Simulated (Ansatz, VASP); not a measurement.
This is a calculation of Yb for Ansatz 0.2.0.

input.yaml

```yaml
crystal:
  lattice:
    - [-2.1797952336, 2.1797952336, 2.1797952336]
    - [2.1797952336, -2.1797952336, 2.1797952336]
    - [2.1797952336, 2.1797952336, -2.1797952336]
  atoms:
    - { symbol: Yb, position: [0.0, 0.0, 0.0], spin: 1.0 }
hamiltonian:
  xc: pbe
  pseudopotentials: { kind: paw }
magnetization:
  spin_polarized: true
kpoints:
  mp_grid: { grid: [9, 9, 9] }
scf:
  occupations: { method: fermi_dirac, width: 0.05 }
output:
  forces: true
  stress: true
  eigenvalues: true
```

Potentials or basis: Ansatz PAW.

Command:

```console
$ ansatz run input.yaml --threads 1 --pin off --max-ram 3584MiB --backend cpu --events-out ev --progress --plain --runs-dir out
```

Problem. Set up the same calculation for VASP 6.6.1. Potentials there: VASP PAW PBE potentials, release 64 (Yb).

Solution. As run (the cutoff follows the program's own potentials):

The input INCAR:

```
PREC = Accurate ; ENCUT = 520
EDIFF = 1E-7 ; ISMEAR = -1
SIGMA = 0.05 ; LREAL = F
LASPH = T ; NELM = 150
ALGO = Normal ; ISIF = 2
LWAVE = F ; LCHARG = F
ISPIN = 2 ; MAGMOM = 1
LORBIT = 11 ; LMAXMIX = 6
GGA = PE ; NBANDS = 22
```

The input KPOINTS:

```
Automatic mesh
0
Gamma
  9 9 9
```

The input POSCAR:

```
Yb
1.0
   -2.1797952336      2.1797952336      2.1797952336
    2.1797952336     -2.1797952336      2.1797952336
    2.1797952336      2.1797952336     -2.1797952336
Yb
1
Direct
    0.0000000000      0.0000000000      0.0000000000
```

Potentials or basis: VASP PAW PBE potentials, release 64 (Yb).

Command:

```sh
$ cat potpaw_PBE.64/Yb/POTCAR > POTCAR
$ mpirun -np 1 vasp_std > vasp.out
```

Both were run:

|  | VASP | Ansatz | Ansatz less VASP |
| --- | --- | --- | --- |
| gap on the k mesh at the Fermi level (eV) | none | none | - |
| pressure (GPa) | -4.1 | -2.6 | +1.51 |
| net moment per atom (μB) | 0.00 | 0.00 | -0.001 |

A gap of «none» marks a metal or a gap that the smearing closes.

Caveats: spin-orbit coupling is left out, which moves the levels of the heavy elements; the starting moments weren't kept (Ansatz). The state reached can hang on the start; a lower one may exist.
